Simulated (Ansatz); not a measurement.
## GeO2: pressure 60 GPa

Base system: GeO$_{2}$ (space group P3_121, No. 152; a = 5.0925 Å, c = 5.7686 Å).

The change: a hydrostatic pressure of 60 GPa.

The values are results of Ansatz (a program for electronic structure), PBE, PAW, cutoff 420 eV, no SOC, earlier PAW set, not measurements. k-mesh 8×8×6 (Γ-centred); smearing 0.05 eV (Fermi–Dirac).

- Volume per atom: 8.36 Å³ (base 14.40 Å³)
- Density: 6.93 g/cm³ (base 4.02 g/cm³)
- Lattice parameter a: 4.189 Å (base 5.093 Å)
- c/a ratio: 1.182 (base 1.133)
- Enthalpy H = E + PV relative to the base's energy: +3.81 eV/atom
- Band gap: 2.82 eV (base 3.21 eV)
- Gap character: direct at Γ (base indirect, K → Γ)
- Width of the top valence band: 0.77 eV (base 0.24 eV)
- Electron mass: 0.31 mₑ (at Γ) (base 0.39 mₑ along c, 0.45 mₑ across (at Γ))
- Valence-band top at Γ (three highest levels, from the VBM): 0.00, -0.44, -0.44 eV

Cost of the whole job for the changed cell (relaxation, final SCF and bands): roughly 120 core-seconds.

Load acts through the strain it causes; cell and atoms are relaxed under it. Effective masses come from finite differences of ±0.01 Å⁻¹. Stability against distortions was not tested. No other phases were tried under pressure.
